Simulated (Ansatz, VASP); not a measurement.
**Si (a cell with a defect): VASP beside Ansatz**

```xyz
17
Lattice="0.0000 5.4300 5.4300 5.4300 0.0000 5.4300 5.4300 5.4300 0.0000" Properties=species:S:1:pos:R:3 pbc="T T T"
Si   -0.1257   -0.1188    0.1933
Si    1.2930    1.2979    1.4243
Si    2.4291    2.4363   -0.2869
Si    3.8095    3.8150    1.0935
Si    2.7454    0.0469    2.7534
Si    4.0628    1.4114    4.1176
Si    5.3065    2.9178    2.5903
Si    6.7237    4.1501    4.0076
Si    0.0395    2.7480    2.7534
Si    1.4023    4.0682    4.1161
Si    2.9095    5.3113    2.5882
Si    4.1404    6.7280    4.0071
Si    2.8141    2.8221    5.5279
Si    4.1639    4.1687    6.8779
Si    5.4694    5.4768    5.4594
Si    6.8337    6.8413    6.7766
Si    6.3715    6.3777    9.0854
```

Alike in both runs: functional PBEsol; k mesh 2 × 2 × 2; occupations gaussian, width 0.05 eV; no spin polarisation.

Ansatz relaxed the structure, and its values are those at the end. VASP's run is a single point on that final structure, the one shown.

```csv
,VASP,Ansatz
version,VASP 6.6.1,Ansatz 0.2.0
potentials or method,"VASP PAW PBE potentials, release 64 (Si)","scalar-relativistic, plane waves, PAW"
plane-wave cutoff (eV),520,420
valence electrons in the cell,68,68
```

|  | VASP | Ansatz | Ansatz less VASP |
| --- | --- | --- | --- |
| rms of the force components (eV/Å) | 0.006 | 0.006 | -0.0001 |

With one functional, cell and mesh, what is left measures potentials, basis and numerics.

Caveats: the k mesh is coarse (spacing up to 0.50 Å⁻¹), so the values aren't converged; the PAW data sets were made with another functional, which shifts forces and pressure a little (VASP).
